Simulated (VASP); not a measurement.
BN in VASP 6.6.1, single-point calculation

INCAR

```
NELM = 83
LREAL = .FALSE.
EDIFF = 1E-9
LWAVE = .FALSE.
ALGO = Damped
NBANDS = 11
PREC = Accurate
LASPH = .TRUE.
LCHARG = .FALSE.
SIGMA = 0.1
ISIF = 2
ENCUT = 520
GGA = PE
TIME = 0.1
IBRION = -1
NSW = 0
ISMEAR = -4
```

KPOINTS

```
KPOINTS created by Atomic Simulation Environment
0
Gamma
12 12 12
0 0 0
```

POSCAR

```
B  N
 1.0000000000000000
     1.3080048566852058    0.7551769561085414    3.2533303712000001
    -1.3080048566852058    0.7551769561085414    3.2533303712000001
     0.0000000000000000   -1.5103539122170828    3.2533303712000001
 B   N
   1   1
Cartesian
 -0.0000000000000000 -0.0000000000000001  9.7575145187143359
 -0.0000000000000000 -0.0000000000000000  3.2470197207530553
```

The recommended PBE PAW datasets give the neutral cell 8 valence electrons.

Command

```
mpirun -np 1 vasp_std
```

OSZICAR

```
N       E                     dE             d eps       ncg     rms           ort
DAV:   1     0.386650621571E+02    0.38665E+02   -0.46843E+03  2079   0.743E+02
DAV:   2    -0.157559257128E+02   -0.54421E+02   -0.52102E+02  2079   0.199E+02
DAV:   3    -0.186601806222E+02   -0.29043E+01   -0.28621E+01  2079   0.471E+01
DAV:   4    -0.187682566655E+02   -0.10808E+00   -0.10706E+00  2079   0.878E+00
DAV:   5    -0.187734774044E+02   -0.52207E-02   -0.51918E-02  2079   0.181E+00
SDA:   6    -0.155226472958E+02    0.32508E+01   -0.63202E+00  2079   0.632E+01   0.000E+00
DMP:   7    -0.160975858371E+02   -0.57494E+00   -0.74745E+00  2079   0.418E+01   0.519E+01
DMP:   8    -0.167269877966E+02   -0.62940E+00   -0.52221E+00  2079   0.196E+01   0.514E+01
DMP:   9    -0.171297418683E+02   -0.40275E+00   -0.24463E+00  2079   0.632E+00   0.286E+01
DMP:  10    -0.172929708797E+02   -0.16323E+00   -0.68721E-01  2079   0.159E+00   0.833E+00
...
DMP:  42    -0.173882389409E+02   -0.38825E-07   -0.12436E-07  2079   0.711E-07   0.839E-07
DMP:  43    -0.173882389415E+02   -0.58191E-09   -0.22314E-08  2079   0.975E-07  -0.118E-06
DMP:  44    -0.173882389400E+02    0.14891E-08   -0.87156E-08  2079   0.119E-06  -0.497E-07
DMP:  45    -0.173882389469E+02   -0.68553E-08   -0.14264E-07  2079   0.105E-06   0.597E-07
DMP:  46    -0.173882389587E+02   -0.11848E-07   -0.13883E-07  2079   0.699E-07   0.109E-06
DMP:  47    -0.173882389696E+02   -0.10931E-07   -0.96072E-08  2079   0.356E-07   0.952E-07
DMP:  48    -0.173882389765E+02   -0.68918E-08   -0.48682E-08  2079   0.135E-07   0.555E-07
DMP:  49    -0.173882389795E+02   -0.29258E-08   -0.16700E-08  2079   0.385E-08   0.203E-07
DMP:  50    -0.173882389800E+02   -0.59140E-09   -0.28504E-09  2079   0.194E-08   0.144E-08
   1 F= -.17388239E+02 E0= -.17388239E+02  d E =0.000000E+00
```

Standard output (part)

```
POSCAR found type information on POSCAR B N
 POSCAR found :  2 types and       2 ions
 LDA part: xc-table for (Slater+PW92), standard interpolation
 POSCAR, INCAR and KPOINTS ok, starting setup
 WAVECAR not read
 entering main loop
|     ALGO=A and IALGO=5X tend to fail with the tetrahedron method (e.g.      |
|     Bloechl's method, ISMEAR=-5, is not variational). Please switch to      |
|     IMSEAR=0-n, except for DOS calculations. For DOS calculations use       |
|     IALGO=53 after pre-converging with ISMEAR>=0.                           |
|     I HOPE YOU KNOW WHAT YOU ARE DOING!                                     |
 final diagonalization occupied
```

From OUTCAR

```
k-points           NKPTS =    189   k-points in BZ     NKDIM =    189   number of bands    NBANDS=     11

   NELECT =       8.0000    total number of electrons

   dimension x,y,z NGX =    28 NGY =   28 NGZ =   28
   dimension x,y,z NGXF=    56 NGYF=   56 NGZF=   56

  energy-cutoff  :      520.00
  volume of cell :       19.28
      direct lattice vectors                 reciprocal lattice vectors
     1.308004857  0.755176956  3.253330371     0.382261578  0.220698825  0.102459110
    -1.308004857  0.755176956  3.253330371    -0.382261578  0.220698825  0.102459110
     0.000000000 -1.510353912  3.253330371     0.000000000 -0.441397649  0.102459110

 k-points in reciprocal lattice and weights: KPOINTS created by Atomic Simulation Env
   0.00000000  0.00000000  0.00000000       0.001
   0.08333333  0.00000000  0.00000000       0.003
   0.16666667  0.00000000  0.00000000       0.003
   0.25000000  0.00000000 -0.00000000       0.003
   0.33333333  0.00000000 -0.00000000       0.003
   0.41666667  0.00000000  0.00000000       0.003
   0.50000000  0.00000000 -0.00000000       0.002
   0.08333333  0.08333333  0.00000000       0.003
   ...

 E-fermi :   1.9085

 k-point     1 :       0.0000    0.0000    0.0000
  band No.  band energies     occupation
      1     -15.1836      2.00000
      2      -1.3974      2.00000
      3       0.4610      2.00000
      4       0.4610      2.00000
      5       7.1169      0.00000
      6      12.4910      0.00000
      7      12.4910      0.00000
      8      13.5583      0.00000
      9      14.7675      0.00000
     10      25.7751      0.00000
     11      28.7839      0.00000

 k-point     2 :       0.0833    0.0000    0.0000
  band No.  band energies     occupation
      1     -15.0576      2.00000
      2      -1.2774      2.00000
      3      -0.0830      2.00000
      4       0.2393      2.00000
      5       7.4136      0.00000
      6      12.4202      0.00000
      7      13.0077      0.00000
      8      13.1609      0.00000
      9      15.1525      0.00000
     10      26.0622      0.00000
     11      27.5178      0.00000

 k-point     3 :       0.1667    0.0000    0.0000
  band No.  band energies     occupation
      1     -14.6875      2.00000
      2      -1.4397      2.00000
      3      -0.9062      2.00000
      4      -0.3043      2.00000
      5       8.1312      0.00000
      6      12.0241      0.00000
      7      12.3734      0.00000
      8      14.4143      0.00000
      9      16.1317      0.00000
     10      23.9544      0.00000
     11      25.6668      0.00000

 k-point     4 :       0.2500    0.0000   -0.0000
  band No.  band energies     occupation
      1     -14.1026      2.00000
      2      -3.1037      2.00000
      3      -0.9395      2.00000
      4      -0.3360      2.00000
      5       8.9228      0.00000
      6      10.7026      0.00000
      7      12.3516      0.00000
      8      16.4026      0.00000
      9      17.3091      0.00000
     10      21.8475      0.00000
     11      24.0770      0.00000

 k-point     5 :       0.3333    0.0000   -0.0000
  band No.  band energies     occupation
      1     -13.3735      2.00000
      2      -4.7461      2.00000
      3      -1.4885      2.00000
      4       0.3985      2.00000
      5       8.6023      0.00000
      6      10.2535      0.00000
      7      12.7621      0.00000
      8      17.9564      0.00000
      9      18.6101      0.00000
     10      20.8508      0.00000
     11      23.0467      0.00000

 ...

  Total       -4.4133033     -4.4133033      0.3737628      0.0000000      0.0000000      0.0000000
  in kB     -366.7219050   -366.7219050     31.0576871      0.0000000      0.0000000      0.0000000
  external PRESSURE =    -234.1287076 kB  Pullay stress =       0.0000000 kB

 POSITION                                       TOTAL-FORCE (eV/Angst)
 -----------------------------------------------------------------------------------
      0.00000      0.00000      9.75751         0.000000      0.000000      0.007418
      0.00000      0.00000      3.24702         0.000000      0.000000     -0.007418
 -----------------------------------------------------------------------------------
    total drift:                                0.000000      0.000000      0.000026

  FREE ENERGIE OF THE ION-ELECTRON SYSTEM (eV)
  ---------------------------------------------------
  free  energy   TOTEN  =       -17.3882389800 eV

  energy  without entropy=      -17.3882389800  energy(sigma->0) =      -17.38823898
```

It converged. Results: gap between bands v and c on the k mesh 3.91 eV; least direct gap on the k mesh 4.37 eV; pressure -23.4 GPa. Band v is the last that the valence electrons fill when counted band by band, and c is the next.

For comparison, a separate PBE run of the intended cell, on usual settings and not on those above, gives a gap of 3.91 eV on its mesh and a pressure of -23.4 GPa.

The run above took about 2 min on one core of a shared host (Intel Xeon Platinum 8488C) and held 0.21 GiB at most.
